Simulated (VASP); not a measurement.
# C (Fd-3m) in VASP: a series of runs

The runs below take C through band structure, Born charges and dielectric tensor, with PBE.

Everything below comes from runs of VASP 6.6.1. Logs are shortened: lines on timing, memory, paths and dates and some standing lists are left out, and cuts for length are marked.

### 1 The structure

Symmetry: Fd-3m, No. 227, cubic system. Conventional cell: a = 3.570 Å, b = 3.570 Å, c = 3.570 Å, α = 90.00°, β = 90.00°, γ = 90.00°. Around C (site symmetry -43m) lie 4 C at 1.55 Å.

This isn't the form of C at room conditions, which is graphite.

### 2 Band structure, PBE

File POSCAR:

```
C                                       
1.0
    0.0000000000      1.7850994941      1.7850994941
    1.7850994941      0.0000000000      1.7850994941
    1.7850994941      1.7850994941      0.0000000000
  C             
     2
Direct
     0.0000000000000000    0.0000000000000000    0.0000000000000000
     0.2500000000000000    0.2500000000000000    0.2500000000000000
```

File INCAR.step1:

```
SYSTEM = C
PREC = Accurate ; ENCUT = 900
EDIFF = 1E-7 ; ISMEAR = 0
SIGMA = 0.02 ; LREAL = .False.
LASPH = .True. ; NELM = 100
ALGO = Normal ; ISIF = 2
LWAVE = .False. ; LCHARG = .True.
GGA = PE
```

File KPOINTS.step1:

```
Automatic mesh
0
Gamma
  14 14 14
  0 0 0
```

File INCAR.step2:

```
SYSTEM = C
PREC = Accurate ; ENCUT = 900
EDIFF = 1E-7 ; ISMEAR = 0
SIGMA = 0.05 ; LREAL = .False.
LASPH = .True. ; NELM = 100
ALGO = Normal ; ISIF = 2
LWAVE = .False. ; LCHARG = .False.
GGA = PE ; ICHARG = 11
```

File KPOINTS.step2:

```
path GXWKGLUWLK,UX
15
line-mode
reciprocal
 0.0000000000  0.0000000000  0.0000000000  G
 0.5000000000  0.0000000000  0.5000000000  X

 0.5000000000  0.0000000000  0.5000000000  X
 0.5000000000  0.2500000000  0.7500000000  W

 0.5000000000  0.2500000000  0.7500000000  W
 0.3750000000  0.3750000000  0.7500000000  K

 0.3750000000  0.3750000000  0.7500000000  K
 0.0000000000  0.0000000000  0.0000000000  G

 0.0000000000  0.0000000000  0.0000000000  G
 0.5000000000  0.5000000000  0.5000000000  L

 0.5000000000  0.5000000000  0.5000000000  L
 0.6250000000  0.2500000000  0.6250000000  U

 0.6250000000  0.2500000000  0.6250000000  U
 0.5000000000  0.2500000000  0.7500000000  W

 0.5000000000  0.2500000000  0.7500000000  W
 0.5000000000  0.5000000000  0.5000000000  L

 0.5000000000  0.5000000000  0.5000000000  L
 0.3750000000  0.3750000000  0.7500000000  K

 0.6250000000  0.2500000000  0.6250000000  U
 0.5000000000  0.0000000000  0.5000000000  X
```

Potentials or basis: VASP PAW PBE potentials, release 64 (C_h).

Launch:

```bash
$ cat potpaw_PBE.64/C_h/POTCAR > POTCAR
$ cp INCAR.step1 INCAR
$ cp KPOINTS.step1 KPOINTS
$ mpirun -np 1 vasp_std > vasp.out
$ cp INCAR.step2 INCAR
$ cp KPOINTS.step2 KPOINTS
$ mpirun -np 1 vasp_std > vasp.out
```

OUTCAR:

```text
SYSTEM = C
   PREC = Accurate
   ENCUT = 900
   EDIFF = 1E-7
   ISMEAR = 0
   LREAL = .False.
   LASPH = .True.
   NELM = 100
   ISIF = 2
   GGA = PE
   ICHARG = 11

 ion  position               nearest neighbor table
   1  0.000  0.000  0.000-
   2  0.250  0.250  0.250-

  LATTYP: Found a face centered cubic cell.
 ALAT       =     3.5701989882

  Lattice vectors:

 A1 = (   0.0000000000,   1.7850994941,   1.7850994941)
 A2 = (   1.7850994941,   0.0000000000,   1.7850994941)
 A3 = (   1.7850994941,   1.7850994941,   0.0000000000)

Analysis of symmetry for initial positions (statically):
=====================================================================
 Subroutine PRICEL returns:
 Original cell was already a primitive cell.

 Routine SETGRP: Setting up the symmetry group for a
 face centered cubic supercell.

 Subroutine GETGRP returns: Found 48 space group operations
 (whereof 24 operations were pure point group operations)
 out of a pool of 48 trial point group operations.

The static configuration has the point symmetry T_d .
 The point group associated with its full space group is O_h .

Analysis of symmetry for dynamics (positions and initial velocities):
=====================================================================
 Subroutine PRICEL returns:
 Original cell was already a primitive cell.

 Routine SETGRP: Setting up the symmetry group for a
 face centered cubic supercell.

 Subroutine GETGRP returns: Found 48 space group operations
 (whereof 24 operations were pure point group operations)
 out of a pool of 48 trial point group operations.

The dynamic configuration has the point symmetry T_d .
 The point group associated with its full space group is O_h .

 Subroutine INISYM returns: Found 48 space group operations
 (whereof 24 operations are pure point group operations),
 and found     1 'primitive' translations

----------------------------------------------------------------------------------------

                                     Primitive cell

  volume of cell :      11.3767

  direct lattice vectors                    reciprocal lattice vectors
     0.000000000  1.785099494  1.785099494    -0.280096433  0.280096433  0.280096433
     1.785099494  0.000000000  1.785099494     0.280096433 -0.280096433  0.280096433
     1.785099494  1.785099494  0.000000000     0.280096433  0.280096433 -0.280096433

  length of vectors
     2.524511915  2.524511915  2.524511915     0.485141252  0.485141252  0.485141252

  position of ions in fractional coordinates (direct lattice)
     0.000000000  0.000000000  0.000000000
     0.250000000  0.250000000  0.250000000

  ion indices of the primitive-cell ions
   primitive index   ion index
                 1           1
                 2           2

----------------------------------------------------------------------------------------

 KPOINTS: path GXWKGLUWLK,UX

Interpolating k-points between supplied coordinates.

 Line segments in fractional coordinates (reciprocal lattice):
    0.000000  0.000000  0.000000  ...  0.500000  0.000000  0.500000
    0.500000  0.000000  0.500000  ...  0.500000  0.250000  0.750000
    0.500000  0.250000  0.750000  ...  0.375000  0.375000  0.750000
    0.375000  0.375000  0.750000  ...  0.000000  0.000000  0.000000
    0.000000  0.000000  0.000000  ...  0.500000  0.500000  0.500000
    0.500000  0.500000  0.500000  ...  0.625000  0.250000  0.625000
    0.625000  0.250000  0.625000  ...  0.500000  0.250000  0.750000
    0.500000  0.250000  0.750000  ...  0.500000  0.500000  0.500000
    0.500000  0.500000  0.500000  ...  0.375000  0.375000  0.750000
    0.625000  0.250000  0.625000  ...  0.500000  0.000000  0.500000

 Generated    15 points on each line segment, for a total of    150 k-points:

 Following reciprocal coordinates:
            Coordinates               Weight
  0.000000  0.000000  0.000000      0.006667
  0.035714  0.000000  0.035714      0.006667
  0.071429  0.000000  0.071429      0.006667
  0.107143  0.000000  0.107143      0.006667
  0.142857  0.000000  0.142857      0.006667
  0.178571  0.000000  0.178571      0.006667
[... 16 lines left out ...]
  0.500000  0.125000  0.625000      0.006667
  0.500000  0.142857  0.642857      0.006667
 [... further k-points ...]
   k-points           NKPTS =    150   k-points in BZ     NKDIM =    150   number of bands    NBANDS=      8
   number of dos      NEDOS =    301   number of ions     NIONS =      2
   total plane-waves  NPLWV =  21952
   dimension x,y,z NGX =    28 NGY =   28 NGZ =   28
   dimension x,y,z NGXF=    56 NGYF=   56 NGZF=   56
   ions per type =               2
   NGX,Y,Z   is equivalent  to a cutoff of  18.44, 18.44, 18.44 a.u.
   NGXF,Y,Z  is equivalent  to a cutoff of  36.88, 36.88, 36.88 a.u.
 SYSTEM =  C
   PREC   = accura    normal or accurate (medium, high low for compatibility)
   ISTART =      0    job   : 0-new  1-cont  2-samecut
   ICHARG =     11    charge: 1-file 2-atom 10-const
   ISPIN  =      1    spin polarized calculation?
   LNONCOLLINEAR =      F non collinear calculations
   LSORBIT =      F    spin-orbit coupling
   LASPH  =      T    aspherical Exc in radial PAW
   ENCUT  =  900.0 eV  66.15 Ry    8.13 a.u.   6.18  6.18  6.18*2*pi/ulx,y,z
   NELM   =    100;   NELMIN=  2; NELMDL=  0     # of ELM steps
   EDIFF  = 0.1E-06   stopping-criterion for ELM
   LREAL  =      F    real-space projection
   EDIFFG = 0.1E-05   stopping-criterion for IOM
   NSW    =      0    number of steps for IOM
   IBRION =     -1    ionic relax: 0-MD 1-quasi-New 2-CG
   NFREE  =      0    steps in history (QN), initial steepest desc. (CG)
   ISIF   =      2    stress and relaxation
   ISYM   =      2    0-nonsym 1-usesym 2-fastsym
   POTIM  = 0.5000    time-step for ionic-motion
   TEBEG  =    0.0;   TEEND  =   0.0 temperature during run
   PSTRESS=    0.0 pullay stress
   NELECT =       8.0000    total number of electrons
   NUPDOWN=      -1.0000    fix difference up-down
   EMIN   =  10.00;   EMAX   =-10.00  energy-range for DOS
   EFERMI =   0.00;   METHOD = LEGACY
   ISMEAR =     0;   SIGMA  =   0.05  broadening in eV -4-tet -1-fermi 0-gaus
   EFERMI_NEDOS =   21; number of points for ismear=-14 and -15
   IALGO  =     38    algorithm
   IMIX   =      4    mixing-type and parameters
     AMIX     =   0.40;   BMIX     =  1.00
     AMIX_MAG =   1.60;   BMIX_MAG =  1.00
  volume/ion in A,a.u.               =       5.69        38.39
  Fermi-wavevector in a.u.,A,eV,Ry     =   1.455791  2.751046 28.835205  2.119328
  Thomas-Fermi vector in A             =   2.572785
   LORBIT       =      0    0 simple, 1 ext, 2 COOP (PROOUT), +10 PAW based schemes
   GGA     = PE    functional components
   LHFCALC =     F    Hartree Fock is set to
   AEXX    =    0.0000 exact exchange contribution
   IVDW    =     0    specifies the selected vdW correction
   LEPSILON=     F    determine dielectric tensor
   LRPA    =     F    only Hartree local field effects (RPA)
 non-spin polarized calculation
 Gauss-broadening in eV      SIGMA  =   0.05
  energy-cutoff  :      900.00
  volume of cell :       11.38
 maximum number of plane-waves:       725
 NGX is ok and might be reduce to    28

 number of electron       8.0000000 magnetization

 Free energy of the ion-electron system (eV)
  ---------------------------------------------------
  ext. energy  EPLUGINS =         0.00000000
  ---------------------------------------------------
  free energy    TOTEN  =       -18.80625333 eV

  energy without entropy =      -18.80625333  energy(sigma->0) =      -18.80625333

 E-fermi :  11.2339     XC(G=0): -13.3621

 val. band max:       10.8944299604   @ k =   0.0000   0.0000   0.0000
 cond. band min:      15.0263965505   @ k =   0.3571   0.0000   0.3571
 fundamental gap:      4.1319665902
 Fermi energy:        11.2339253306

 k-point     1 :       0.0000    0.0000    0.0000
  band No.  band energies     occupation
      1     -10.5394      2.00000
      2      10.8944      2.00000
      3      10.8944      2.00000
      4      10.8944      2.00000
      5      16.4883      0.00000
      6      16.4883      0.00000
      7      16.4883      0.00000
      8      24.1661      0.00000

 k-point     2 :       0.0357    0.0000    0.0357
  band No.  band energies     occupation
      1     -10.4924      2.00000
      2      10.6999      2.00000
      3      10.6999      2.00000
      4      10.7782      2.00000
      5      16.4504      0.00000
      6      16.7235      0.00000
      7      16.7235      0.00000
      8      24.2041      0.00000

 k-point     3 :       0.0714    0.0000    0.0714
  band No.  band energies     occupation
      1     -10.3513      2.00000
      2      10.1979      2.00000
      3      10.1979      2.00000
      4      10.4390      2.00000
      5      16.3420      0.00000
      6      17.3466      0.00000
      7      17.3466      0.00000
      8      24.2776      0.00000

 k-point     4 :       0.1071    0.0000    0.1071
  band No.  band energies     occupation
      1     -10.1168      2.00000
      2       9.5343      2.00000
      3       9.5343      2.00000
      4       9.9027      2.00000
      5      16.1764      0.00000
      6      18.2095      0.00000
      7      18.2095      0.00000
      8      24.2634      0.00000

 k-point     5 :       0.1429    0.0000    0.1429
  band No.  band energies     occupation
      1      -9.7893      2.00000
      2       8.8141      2.00000
      3       8.8141      2.00000
      4       9.2013      2.00000
      5      15.9729      0.00000
      6      19.2047      0.00000
      7      19.2047      0.00000
      8      23.9749      0.00000
[... 177 lines left out ...]
 k-point    22 :       0.5000    0.1071    0.6071
  band No.  band energies     occupation
      1      -1.5918      2.00000
      2      -1.5918      2.00000
      3       3.8242      2.00000
      4       3.8242      2.00000
      5      17.2528      0.00000
      6      17.2528      0.00000
      7      26.7755      0.00000
      8      26.7755      0.00000

 k-point    23 :       0.5000    0.1250    0.6250
  band No.  band energies     occupation
      1      -1.5098      2.00000
      2      -1.5098      2.00000
      3       3.6045      2.00000
      4       3.6045      2.00000
      5      17.7633      0.00000
      6      17.7633      0.00000
      7      26.4254      0.00000
      8      26.4254      0.00000

 k-point    24 :       0.5000    0.1429    0.6429
  band No.  band energies     occupation
      1      -1.4226      2.00000
      2      -1.4226      2.00000
      3       3.3855      2.00000
      4       3.3855      2.00000
      5      18.3180      0.00000
      6      18.3180      0.00000
      7      26.0130      0.00000
      8      26.0130      0.00000

 [... further k-points ...]

------------------------ aborting loop because EDIFF is reached ----------------------------------------

  FORCE on cell =-STRESS in cart. coord.  units (eV):
  Direction    XX          YY          ZZ          XY          YZ          ZX
  --------------------------------------------------------------------------------------
  -------------------------------------------------------------------------------------
  Total       -0.5287208     -0.5287208     -0.5287208      0.0000000      0.0000000      0.0000000
  in kB      -74.4594302    -74.4594302    -74.4594302      0.0000000      0.0000000      0.0000000
  external PRESSURE =     -74.4594302 kB  Pullay stress =       0.0000000 kB

 VOLUME and BASIS-vectors are now :
 -----------------------------------------------------------------------------
  energy-cutoff  :      900.00
  volume of cell :       11.38
      direct lattice vectors                 reciprocal lattice vectors
     0.000000000  1.785099494  1.785099494    -0.280096433  0.280096433  0.280096433
     1.785099494  0.000000000  1.785099494     0.280096433 -0.280096433  0.280096433
     1.785099494  1.785099494  0.000000000     0.280096433  0.280096433 -0.280096433

 POSITION                                       TOTAL-FORCE (eV/Angst)
 -----------------------------------------------------------------------------------
      0.00000      0.00000      0.00000        -0.000000     -0.000000     -0.000000
      0.89255      0.89255      0.89255         0.000000      0.000000      0.000000
 -----------------------------------------------------------------------------------
    total drift:                                0.000000      0.000000      0.000000

  FREE ENERGIE OF THE ION-ELECTRON SYSTEM (eV)
  ---------------------------------------------------
  free  energy   TOTEN  =       -18.8062533309 eV

  energy  without entropy=      -18.8062533309  energy(sigma->0) =      -18.80625333
```

It took 22 s on 1 thread of Intel Xeon 6975P-C (Granite Rapids), shared host; peak memory 0.15 GiB.

Results:

```
Band gap on the k mesh  : 4.13 eV, indirect (least direct gap 5.59 eV)
Band gap along the path : 4.13 eV, indirect (least direct gap 5.59 eV)
```

Levels at the corners of the path, in eV from the valence-band top:
```csv
point,band 2,band 3,band 4,band 5,band 6,band 7
Γ,0.00,0.00,0.00,5.59,5.59,5.59
X,-12.74,-6.28,-6.28,4.76,4.76,16.77
X,-12.74,-6.28,-6.28,4.76,4.76,16.77
W,-11.95,-8.29,-8.29,10.61,10.61,12.29
W,-11.95,-8.29,-8.29,10.61,10.61,12.29
K,-11.71,-9.29,-5.35,5.68,10.73,14.34
K,-11.71,-9.29,-5.35,5.68,10.73,14.34
Γ,0.00,0.00,0.00,5.59,5.59,5.59
Γ,0.00,0.00,0.00,5.59,5.59,5.59
L,-13.34,-2.79,-2.79,8.46,8.46,8.82
L,-13.34,-2.79,-2.79,8.46,8.46,8.82
U,-11.71,-9.29,-5.35,5.68,10.73,14.34
U,-11.71,-9.29,-5.35,5.68,10.73,14.34
W,-11.95,-8.29,-8.29,10.61,10.61,12.29
W,-11.95,-8.29,-8.29,10.61,10.61,12.29
L,-13.34,-2.79,-2.79,8.46,8.46,8.82
L,-13.34,-2.79,-2.79,8.46,8.46,8.82
K,-11.71,-9.29,-5.35,5.68,10.73,14.34
U,-11.71,-9.29,-5.35,5.68,10.73,14.34
X,-12.74,-6.28,-6.28,4.76,4.76,16.77
```

Caveat: the cutoff is under 1.25 times the usual one of these potentials, so pressure, stress and relaxed cells hold a basis-set (Pulay) error; the log is that of the step along the path at fixed density, whose energy, stress, charges and moments have no meaning. Expect the measured gap to be larger: semilocal functionals such as PBE lack the derivative discontinuity.

(Continued in part 2 of 2.)
